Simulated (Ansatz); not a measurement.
**Spin–orbit splittings in Tc**

```
Tc
1.0
     0.00000    1.95000    1.95000
     1.95000    0.00000    1.95000
     1.95000    1.95000    0.00000
Tc
1
Direct
  0.00000 0.00000 0.00000
```

The cell comes from COD entry 1534910, which wasn't checked; take it as a given geometry.

All numbers are computed: DFT, PBE, all-electron LAPW, scalar-relativistic (Ansatz 0.2.0); DFT, PBE, all-electron LAPW, Dirac equation with spin-orbit coupling (Ansatz 0.2.0).

Settings: a Γ-centred 18×18×18 k mesh, Fermi–Dirac smearing of 0.03 eV, basis error target 0.25 meV/atom, no spin polarisation.

Levels between -8 and 5 eV, each run counted from its own valence-band top where it has a gap, else its Fermi level. Scalar levels are listed once for both spins; with the coupling every spinor state is counted. Levels near the edges of the range can cross them.

At Γ (0.000, 0.000, 0.000) the scalar-relativistic levels are -7.33, -1.71 (×3), 0.80 (×2). What are they with spin–orbit coupling?

-7.33 (×2), -1.77 (×4), -1.60 (×2), 0.80 (×4).

At X (0.500, 0.000, 0.500) the scalar-relativistic levels are -5.67, -5.10, 2.68, 3.28 (×2), 3.75. What are they with spin–orbit coupling?

-5.68 (×2), -5.10 (×2), 2.66 (×2), 3.20 (×2), 3.38 (×2), 3.72 (×2).
